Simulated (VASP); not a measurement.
# La (P6_3/mmc) in VASP: a series of runs

One crystal, La, is run at these levels: LDA; tasks: single point.

All numbers are computed with VASP 6.6.1; they aren't measurements. Logs are shortened: lines on timing, memory, paths and dates and some standing lists are left out, and cuts for length are marked.

**1. The crystal as given**

It takes space group P6_3/mmc (No. 194, hexagonal). The conventional cell has a = 3.750 Å, b = 3.750 Å, c = 6.070 Å, α = 90.00°, β = 90.00°, γ = 120.00°. La (site symmetry -6m2) is surrounded by 12 La at 3.73 to 3.75 Å.

This isn't the form of La at room conditions, which is double hcp.

**2. Single point, LDA**

Contents of INCAR:

```
SYSTEM = La
PREC = Accurate ; ENCUT = 350
EDIFF = 1E-6 ; ISMEAR = -1
SIGMA = 0.1 ; LREAL = .FALSE.
LASPH = .TRUE. ; NELM = 100
ALGO = Normal ; ISIF = 2
LWAVE = .FALSE. ; LCHARG = .FALSE.
GGA = CA ; ADDGRID = .FALSE.
```

Contents of KPOINTS:

```
Automatic mesh
0
G
  15 15 8
  0 0 0
```

Contents of POSCAR:

```
La
1.0
    3.7500000000      0.0000000000      0.0000000000
   -1.8750000000      3.2475952642      0.0000000000
    0.0000000000      0.0000000000      6.0700000000
La
2
Direct
    0.6527560000      0.3219160000      0.7382770000
    0.3157440000      0.6620370000      0.2676620000
```

Potentials or basis: VASP PAW LDA potentials, release 64 (La).

On the command line:

```bash
$ cat potpaw_LDA.64/La/POTCAR > POTCAR
$ mpirun -np 1 vasp_std > vasp.out
```

OUTCAR:

```text
SYSTEM = La
   PREC = Accurate
   ENCUT = 350
   EDIFF = 1E-6
   ISMEAR = -1
   LREAL = .FALSE.
   LASPH = .TRUE.
   NELM = 100
   ISIF = 2
   GGA = CA

 Found    901 irreducible k-points:

 Following reciprocal coordinates:
            Coordinates               Weight
  0.000000  0.000000  0.000000      1.000000
  0.066667 -0.000000  0.000000      2.000000
  0.000000  0.066667  0.000000      2.000000
 -0.066667  0.066667  0.000000      2.000000
  0.133333  0.000000  0.000000      2.000000
  0.000000  0.133333  0.000000      2.000000
   k-points           NKPTS =    901   k-points in BZ     NKDIM =    901   number of bands    NBANDS=     15
   number of dos      NEDOS =    301   number of ions     NIONS =      2
   total plane-waves  NPLWV =  23040
   dimension x,y,z NGX =    24 NGY =   24 NGZ =   40
   dimension x,y,z NGXF=    48 NGYF=   48 NGZF=   80
   ions per type =               2
   NGX,Y,Z   is equivalent  to a cutoff of  10.64, 10.64, 10.96 a.u.
   NGXF,Y,Z  is equivalent  to a cutoff of  21.28, 21.28, 21.91 a.u.
 SYSTEM =  La
   PREC   = accura    normal or accurate (medium, high low for compatibility)
   ISTART =      0    job   : 0-new  1-cont  2-samecut
   ICHARG =      2    charge: 1-file 2-atom 10-const
   ISPIN  =      1    spin polarized calculation?
   LNONCOLLINEAR =      F non collinear calculations
   LSORBIT =      F    spin-orbit coupling
   LASPH  =      T    aspherical Exc in radial PAW
   ENCUT  =  350.0 eV  25.72 Ry    5.07 a.u.   5.72  5.72  9.26*2*pi/ulx,y,z
   NELM   =    100;   NELMIN=  2; NELMDL= -5     # of ELM steps
   EDIFF  = 0.1E-05   stopping-criterion for ELM
   LREAL  =      F    real-space projection
   EDIFFG = 0.1E-04   stopping-criterion for IOM
   NSW    =      0    number of steps for IOM
   IBRION =     -1    ionic relax: 0-MD 1-quasi-New 2-CG
   NFREE  =      0    steps in history (QN), initial steepest desc. (CG)
   ISIF   =      2    stress and relaxation
   ISYM   =      2    0-nonsym 1-usesym 2-fastsym
   POTIM  = 0.5000    time-step for ionic-motion
   TEBEG  =    0.0;   TEEND  =   0.0 temperature during run
   PSTRESS=    0.0 pullay stress
   NELECT =      22.0000    total number of electrons
   NUPDOWN=      -1.0000    fix difference up-down
   EMIN   =  10.00;   EMAX   =-10.00  energy-range for DOS
   EFERMI =   0.00;   METHOD = LEGACY
   ISMEAR =    -1;   SIGMA  =   0.10  broadening in eV -4-tet -1-fermi 0-gaus
   EFERMI_NEDOS =   21; number of points for ismear=-14 and -15
   IALGO  =     38    algorithm
   IMIX   =      4    mixing-type and parameters
     AMIX     =   0.40;   BMIX     =  1.00
     AMIX_MAG =   1.60;   BMIX_MAG =  1.00
  volume/ion in A,a.u.               =      36.96       249.43
  Fermi-wavevector in a.u.,A,eV,Ry     =   1.093004  2.065478 16.254307  1.194658
  Thomas-Fermi vector in A             =   2.229281
   LORBIT       =      0    0 simple, 1 ext, 2 COOP (PROOUT), +10 PAW based schemes
   GGA     = CA    functional components
   LHFCALC =     F    Hartree Fock is set to
   AEXX    =    0.0000 exact exchange contribution
   IVDW    =     0    specifies the selected vdW correction
   LEPSILON=     F    determine dielectric tensor
   LRPA    =     F    only Hartree local field effects (RPA)
 non-spin polarized calculation
  energy-cutoff  :      350.00
  volume of cell :       73.92
 maximum number of plane-waves:      1114
   NGX = 11   NGY = 11   NGZ = 19

 number of electron      21.9999999 magnetization

 Free energy of the ion-electron system (eV)
  ---------------------------------------------------
  ext. energy  EPLUGINS =         0.00000000
  ---------------------------------------------------
  free energy    TOTEN  =       -11.03783232 eV

  energy without entropy =      -10.91165674  energy(sigma->0) =      -10.97474453

 E-fermi :   7.6833     XC(G=0):  -9.7749

 val. band max:        7.6832530997   @ k =   0.4000  -0.4667  -0.3750
 cond. band min:       7.6844163281   @ k =   0.4667   0.2667   0.5000
 fundamental gap:      0.0011632283
 Fermi energy:         7.6832922130

 k-point     1 :       0.0000    0.0000    0.0000
  band No.  band energies     occupation
      1     -25.0445      2.00000
      2     -24.8154      2.00000
      3      -9.4637      2.00000
      4      -8.2293      2.00000
      5      -8.2140      2.00000
      6      -8.0177      2.00000
      7      -8.0065      2.00000
      8      -7.9708      2.00000
      9       4.5172      2.00000
     10       5.9075      2.00000
     11       8.6698      0.00010
     12       8.9292      0.00001
     13       8.9408      0.00001
     14       9.0599      0.00000
     15       9.1626      0.00000

 k-point     2 :       0.0667   -0.0000    0.0000
  band No.  band energies     occupation
      1     -25.0369      2.00000
      2     -24.8120      2.00000
      3      -9.4447      2.00000
      4      -8.2796      2.00000
      5      -8.2343      2.00000
      6      -8.0629      2.00000
      7      -8.0193      2.00000
      8      -7.9756      2.00000
      9       4.6384      2.00000
     10       6.0200      2.00000
     11       8.4080      0.00142
     12       8.9090      0.00001
     13       8.9768      0.00000
     14       9.0834      0.00000
     15       9.1072      0.00000

 k-point     3 :       0.0000    0.0667    0.0000
  band No.  band energies     occupation
      1     -25.0368      2.00000
      2     -24.8120      2.00000
      3      -9.4447      2.00000
      4      -8.2813      2.00000
      5      -8.2326      2.00000
      6      -8.0614      2.00000
      7      -8.0209      2.00000
      8      -7.9757      2.00000
      9       4.6384      2.00000
     10       6.0205      2.00000
     11       8.4065      0.00145
     12       8.9094      0.00001
     13       8.9782      0.00000
     14       9.0825      0.00000
     15       9.1403      0.00000

 k-point     4 :      -0.0667    0.0667    0.0000
  band No.  band energies     occupation
      1     -25.0369      2.00000
      2     -24.8119      2.00000
      3      -9.4451      2.00000
      4      -8.2689      2.00000
      5      -8.2450      2.00000
      6      -8.0689      2.00000
      7      -8.0130      2.00000
      8      -7.9753      2.00000
      9       4.6383      2.00000
     10       6.0180      2.00000
     11       8.4148      0.00133
     12       8.9046      0.00001
     13       8.9734      0.00000
     14       9.0939      0.00000
     15       9.1534      0.00000

 k-point     5 :       0.1333    0.0000    0.0000
  band No.  band energies     occupation
      1     -25.0149      2.00000
      2     -24.8027      2.00000
      3      -9.3896      2.00000
      4      -8.4258      2.00000
      5      -8.2798      2.00000
      6      -8.2053      2.00000
      7      -8.0378      2.00000
      8      -7.9952      2.00000
      9       4.9767      2.00000
     10       6.3156      2.00000
     11       8.0354      0.05745
     12       8.6429      0.00014
     13       8.8315      0.00002
     14       9.0304      0.00000
     15       9.0676      0.00000

 k-point     6 :       0.0000    0.1333    0.0000
  band No.  band energies     occupation
      1     -25.0148      2.00000
      2     -24.8028      2.00000
      3      -9.3893      2.00000
      4      -8.4274      2.00000
      5      -8.2782      2.00000
      6      -8.2042      2.00000
      7      -8.0389      2.00000
      8      -7.9956      2.00000
      9       4.9769      2.00000
     10       6.3175      2.00000
     11       8.0326      0.05905
     12       8.6457      0.00013
     13       8.8359      0.00002
     14       9.0317      0.00000
     15       9.0750      0.00000

 [... further k-points ...]

------------------------ aborting loop because EDIFF is reached ----------------------------------------

  FORCE on cell =-STRESS in cart. coord.  units (eV):
  Direction    XX          YY          ZZ          XY          YZ          ZX
  --------------------------------------------------------------------------------------
  -------------------------------------------------------------------------------------
  Total       -1.3450801     -1.3249636     -1.1868745      0.0120254      0.0089390     -0.0108641
  in kB      -29.1525722    -28.7165767    -25.7237049      0.2606313      0.1937386     -0.2354625
  external PRESSURE =     -27.8642846 kB  Pullay stress =       0.0000000 kB

 VOLUME and BASIS-vectors are now :
 -----------------------------------------------------------------------------
  energy-cutoff  :      350.00
  volume of cell :       73.92
      direct lattice vectors                 reciprocal lattice vectors
     3.750000000  0.000000000  0.000000000     0.266666667  0.153960072  0.000000000
    -1.875000000  3.247595264  0.000000000     0.000000000  0.307920144  0.000000000
     0.000000000  0.000000000  6.070000000     0.000000000  0.000000000  0.164744646

 POSITION                                       TOTAL-FORCE (eV/Angst)
 -----------------------------------------------------------------------------------
      1.84424      1.04545      4.48134        -0.006823      0.005393      0.228456
     -0.05728      2.15003      1.62471         0.006823     -0.005393     -0.228456
 -----------------------------------------------------------------------------------
    total drift:                               -0.000016     -0.000000     -0.000014

  FREE ENERGIE OF THE ION-ELECTRON SYSTEM (eV)
  ---------------------------------------------------
  free  energy   TOTEN  =       -11.0378323237 eV

  energy  without entropy=      -10.9116567446  energy(sigma->0) =      -10.97474453
```

Run time: 4.8 min. Hardware: 1 thread of AMD EPYC 9R45 (Zen 5), shared host; peak memory 0.62 GiB.

The run converged, but some of its settings lie outside the range that counts as converged, so its numbers aren't taken as properties of the crystal.

Results:

```yaml
Free_energy: -11.0378 eV
Pressure: -2.8 GPa
Largest_force: 0.229 eV/Å
Band_gap_on_the_k_mesh: none (metal or under the smearing width)
```

**3. Single point, LDA**

INCAR: that of step 2 with these lines changed.

```diff
@@ -1,3 +1,3 @@
 SYSTEM = La
-PREC = Accurate ; ENCUT = 350
+PREC = Accurate ; ENCUT = 500
 EDIFF = 1E-6 ; ISMEAR = -1
```

Contents of KPOINTS:

```
Automatic mesh
0
G
  13 13 7
  0 0 0
```

Contents of POSCAR:

```
La
1.0
    3.7500000000      0.0000000000      0.0000000000
   -1.8750000000      3.2475952642      0.0000000000
    0.0000000000      0.0000000000      6.0700000000
La
2
Direct
    0.6666666667      0.3333333333      0.7500000000
    0.3333333333      0.6666666667      0.2500000000
```

Potentials or basis: VASP PAW LDA potentials, release 64 (La).

On the command line:

```bash
$ cat potpaw_LDA.64/La/POTCAR > POTCAR
$ mpirun -np 1 vasp_std > vasp.out
```

It took 47 s on 1 thread of AMD EPYC 9R45 (Zen 5), shared host; peak memory 0.2 GiB.

These settings aren't checked as converged: the numbers below hold their error.

Results:

```
Free energy            : -11.0599 eV
Pressure               : -3.0 GPa
Band gap on the k mesh : none (metal or under the smearing width)
```

**4. Single point, LDA**

INCAR is that of step 3.

KPOINTS is that of step 3.

Contents of POSCAR:

```
La
1.0
    3.7500000000      0.0000000000      0.0000000000
   -1.8750000000      3.2475952642      0.0000000000
    0.0000000000      0.0000000000      6.0700000000
La
2
Direct
    0.6527560000      0.3219160000      0.7382770000
    0.3157440000      0.6620370000      0.2676620000
```

On the command line:

```bash
$ cat potpaw_LDA.64/La/POTCAR > POTCAR
$ mpirun -np 1 vasp_std > vasp.out
```

Run time: 5.4 min. Hardware: 1 thread of AMD EPYC 9R45 (Zen 5), shared host; peak memory 0.68 GiB.

The run converged, but some of its settings lie outside the range that counts as converged, so its numbers aren't taken as properties of the crystal.

What came out:

- Free energy: -11.0401 eV
- Pressure: -2.8 GPa
- Largest force: 0.233 eV/Å
- Band gap on the k mesh: none (metal or under the smearing width)

**5. For comparison**

An earlier run on the cell as given: functional PBE; potentials or basis VASP PAW PBE potentials, release 64 (La); cutoff 520 eV; k mesh 8 × 8 × 5; occupations fermi-dirac, width 0.05 eV; no spin polarisation.

* Pressure: 0.7 GPa
* Band gap on the k mesh: none (metal or under the smearing width)
